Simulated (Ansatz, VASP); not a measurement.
## Two plane-wave programs on CdS

```
Cd S
1.0
     0.00000    2.96321    2.96321
     2.96321    0.00000    2.96321
     2.96321    2.96321    0.00000
Cd S
1 1
Direct
  0.00000 0.00000 0.00000
  0.25000 0.25000 0.25000
```

Alike in both runs: task single point; functional PBE; k mesh 8 × 8 × 8; occupations gaussian, width 0.02 eV; no spin polarisation.

|  | VASP | Ansatz |
| --- | --- | --- |
| version | VASP 6.6.1 | Ansatz 0.2.0 |
| potentials or method | VASP PAW PBE potentials, release 64 (Cd, S) | scalar-relativistic, plane waves, PAW |
| plane-wave cutoff (eV) | 520 | 420 |
| valence electrons in the cell | 18 | 26 |

|  | VASP | Ansatz | Ansatz less VASP |
| --- | --- | --- | --- |
| gap on the k mesh at the Fermi level (eV) | 1.04 | 1.04 | -0.002 |
| least direct gap on the mesh (eV) | 1.04 | 1.04 | -0.002 |

The functional is the same, so the differences come from potentials, cutoffs and numerics. The two sets of potentials don't hold the same shells in valence.

PBE gaps usually lie below the measured ones, often by a third to a half.
